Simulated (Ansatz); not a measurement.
**Pb under changes of volume**

One of the cells (40.672 Å³/atom); the others are scaled copies at fixed shape and fractional positions:

```
CELL_PARAMETERS angstrom
0.00000 3.43900 3.43900
3.43900 0.00000 3.43900
3.43900 3.43900 0.00000
ATOMIC_POSITIONS crystal
Pb 0.25000 0.25000 0.25000
Pb 0.00000 0.00000 0.00000
```

This isn't the form of Pb at room conditions, which is fcc.

| Property | Result |
| --- | --- |
| Program | Ansatz 0.2.0 |
| Functional | LDA |
| Potentials or basis | all-electron LAPW, scalar-relativistic |
| Cutoff | 231 eV (chosen from the basis error) |
| Basis error allowed | 0.001 eV/atom |
| k mesh | 7 × 7 × 7 |
| Occupations | fermi-dirac, width 0.05 eV |
| Spin | no spin polarisation |

| volume (Å³/atom) | energy over the lowest point (meV/atom) | pressure (GPa) |
| --- | --- | --- |
| 38.232 | 6.99 | 1.5 |
| 39.045 | 1.54 | 0.7 |
| 39.859 | 0.00 | -0.1 |
| 40.672 | 1.95 | -0.7 |
| 41.486 | 7.00 | -1.3 |
| 42.299 | 14.80 | -1.8 |
| 43.112 | ? | ? |

Problem. What does the run at 43.112 Å³/atom give?

Solution. Energy over the lowest point 25.03 meV/atom; pressure -2.2 GPa.

Worked out: A Birch-Murnaghan fit of order 3 (a polynomial in V^(-2/3)) to the other rows has its minimum at 39.79 Å³/atom with B0 = V·E''(V) = 34 GPa and B' = 4.7. It gives 25.05 meV/atom at 43.112 Å³/atom, against the run's 25.03, and -dE/dV = -2.2 GPa, against -2.2.

Energies are extrapolated to zero smearing.
